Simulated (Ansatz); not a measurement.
# La2O3 under changes of volume

One of the cells (16.357 Å³/atom); the others are scaled copies at fixed shape and fractional positions:

```
La O
1.0
     3.93078    0.00000    0.00000
    -1.96539    3.40415    0.00000
     0.00000    0.00000    6.11195
La O
2 3
Direct
  0.33333 0.66667 0.24624
  0.66667 0.33333 0.75376
  0.00000 0.00000 0.00000
  0.33333 0.66667 0.64589
  0.66667 0.33333 0.35411
```

The cell is a database's computed one.

* Program: Ansatz 0.2.0
* Functional: PBE
* Potentials or basis: Ansatz PAW
* Cutoff: 420 eV (not typed: the program's choice for these potentials)
* k mesh: 8 × 8 × 5
* Occupations: fermi-dirac, width 0.05 eV
* Spin: no spin polarisation

```csv
volume (Å³/atom),energy over the lowest point (meV/atom),pressure (GPa),gap on the mesh (eV),largest force (eV/Å)
15.375,40.91,11.6,3.92,0.522
15.703,20.98,8.0,3.91,0.341
16.030,7.97,4.8,3.90,0.172
16.357,1.18,1.9,3.87,0.016
16.684,0.00,-0.7,3.85,0.129
17.011,3.92,-3.1,3.82,0.264
17.338,?,?,?,?
```

Question: What does the run at 17.338 Å³/atom give?

Answer: Energy over the lowest point 12.36 meV/atom; pressure -5.2 GPa; gap on the mesh 3.78 eV; largest force 0.389 eV/Å.

Worked out: A Birch-Murnaghan fit of order 3 (a polynomial in V^(-2/3)) to the other rows has its minimum at 16.59 Å³/atom with B0 = V·E''(V) = 130 GPa and B' = 4.0 at fixed shape and positions, which overstates the stiffness. It gives 12.46 meV/atom at 17.338 Å³/atom, against the run's 12.36, and -dE/dV = -5.2 GPa, against -5.2. A parabola through the other rows of the gap, of slope -1.93 eV per unit of ln V there, extrapolates to 3.79 eV, against the run's 3.78.

Energies are extrapolated to zero smearing.

Caveats: odd divisions of the mesh miss points on the zone boundary, where band edges often lie, so the gap on the mesh can be too wide; spin-orbit coupling is left out, which moves the levels of the heavy elements.

A mesh can miss the band edges.
